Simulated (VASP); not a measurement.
From an Ansatz input to VASP: AlN (zincblende)

Ansatz input

```yaml
crystal:
  lattice:
    - [0.0, 2.1848764129, 2.1848764129]
    - [2.1848764129, 0.0, 2.1848764129]
    - [2.1848764129, 2.1848764129, 0.0]
  atoms:
    - { symbol: Al, position: [0.0, 0.0, 0.0] }
    - { symbol: "N", position: [0.25, 0.25, 0.25] }
kpoints:
  mp_grid: { grid: [10, 10, 10] }
  band_path:
    path:
      - [0.0, 0.0, 0.0]
      - [0.5, 0.0, 0.5]
      - [0.5, 0.25, 0.75]
      - [0.375, 0.375, 0.75]
      - [0.5, 0.5, 0.5]
      - [0.625, 0.25, 0.625]
    npoints: 1
hamiltonian:
  xc: pbesol
scf:
  occupations: { method: fixed }
  n_extra_bands: 4
output:
  forces: true
  stress: true
  eigenvalues: true
```

Q: Translate this input to VASP.

A: 

INCAR

```
PREC = Accurate
GGA = PS
SIGMA = 0.01
IBRION = -1
ENCUT = 520
LCHARG = .FALSE.
LASPH = .TRUE.
NSW = 0
LREAL = .FALSE.
LWAVE = .FALSE.
EDIFF = 1E-7
NELM = 120
ISIF = 2
NBANDS = 11
ISMEAR = 0
```

KPOINTS

```
KPOINTS created by Atomic Simulation Environment
0
Gamma
10 10 10
0 0 0
```

KPOINTS_OPT

```
special points
6
Reciprocal
0.0000000000 0.0000000000 0.0000000000 1
0.5000000000 0.0000000000 0.5000000000 1
0.5000000000 0.2500000000 0.7500000000 1
0.3750000000 0.3750000000 0.7500000000 1
0.5000000000 0.5000000000 0.5000000000 1
0.6250000000 0.2500000000 0.6250000000 1
```

POSCAR

```
Al N
 1.0000000000000000
    -0.0000000000000000    2.1848764129093445    2.1848764129093445
     2.1848764129093445    0.0000000000000000    2.1848764129093445
     2.1848764129093445    2.1848764129093445    0.0000000000000000
 Al  N
   1   1
Cartesian
  0.0000000000000000  0.0000000000000000  0.0000000000000000
  1.0924382064546723  1.0924382064546723  1.0924382064546723
```

VASP ran with the recommended PBE PAW datasets (8 valence electrons in the cell). Other inputs would serve too.

```json
{"": "gap between bands v and c", "Ansatz": "3.20 eV", "VASP": "3.19 eV"}
{"": "least direct gap", "Ansatz": "4.11 eV", "VASP": "4.12 eV"}
{"": "pressure", "Ansatz": "1.1 GPa", "VASP": "1.1 GPa"}
```

Each program uses its own PAW datasets. VASP's cell holds 8 valence electrons and Ansatz's 8. Ansatz's stress includes a Pulay correction; VASP's doesn't.
